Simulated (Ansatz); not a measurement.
Al$_{3}$Cu: iterations to self-consistency

The calculation used Ansatz, DFT PBEsol, scalar-relativistic, plane waves, PAW.

```
Al Cu
1.0
     2.77841    0.00000    0.00000
     0.00000    2.77841    0.00000
     0.00000    0.00000    7.51340
Al Cu
3 1
Direct
  0.00000 0.00000 0.50000
  0.50000 0.50000 0.22612
  0.50000 0.50000 0.77388
  0.00000 0.00000 0.00000
```

```json
{
 "plane-wave cutoff": "420 eV",
 "Γ-centred k-mesh": "16×16×6",
 "occupation rule": "Gaussian smearing, 0.1 eV",
 "spin treatment": "unpolarised"
}
```

Each run starts from superposed atomic densities and uses the program's default quasi-Newton mixer with a history of 8 with its automatic preconditioner, at most 120 iterations and the default threshold on the density residual; only the mixing step differs.

```csv
mixing step,iterations,converged,"density residual (eV) at iterations 1, 3, 5"
0.02,12,yes,48 2.9 0.049
0.05,12,yes,48 2.4 0.27
0.2,12,yes,48 0.37 0.06
0.6,11,yes,48 6.5 0.37
1,11,yes,48 1.8 0.025
```

Cost: 5 runs of about 1.4 core-minutes in all, on Intel Xeon Platinum 8175M (Skylake/Cascade Lake) (shared hosts).